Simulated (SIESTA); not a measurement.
The system is In.

```
CELL_PARAMETERS angstrom
-1.62547 1.62547 2.47370
1.62547 -1.62547 2.47370
1.62547 1.62547 -2.47370
ATOMIC_POSITIONS crystal
In 0.00000 0.00000 0.00000
```

```yaml
Program: SIESTA 5.4.2
Task: single point
Functional: PBEsol
Potentials_or_basis: PseudoDojo 0.4 standard (PBEsol files)
Basis: DZP (energy shift 0.003 Ry; two zetas on semicore shells)
Grid_cutoff: 500 Ry
Energy_shift: 0.003 Ry
k_mesh: 11 × 11 × 11
Occupations: fermi-dirac, width 0.05 eV
Spin: no spin polarisation
```

On this cell: pressure -0.5 GPa; band gap on the k mesh none (metal or under the smearing width).

The same run follows on a disturbed copy (cell strained at random at fixed volume):

```
In
1.0
    -1.64299    1.57678    2.43209
     1.65802   -1.63180    2.47812
     1.65199    1.64080   -2.46824
In
1
Direct
  0.99147 0.00315 0.99997
```

Task: What changes?

Result: The energy (extrapolated to zero smearing) moves by +1.6 meV/atom; pressure -0.5 GPa; band gap on the k mesh none (metal or under the smearing width).

Stress tensor (GPa, compression positive):
```
-0.86 -0.01 -0.04
-0.01  0.49  0.33
-0.04  0.33 -1.22
```

Caveats: the basis of atomic orbitals isn't converged, which shifts pressures, moduli and gaps.
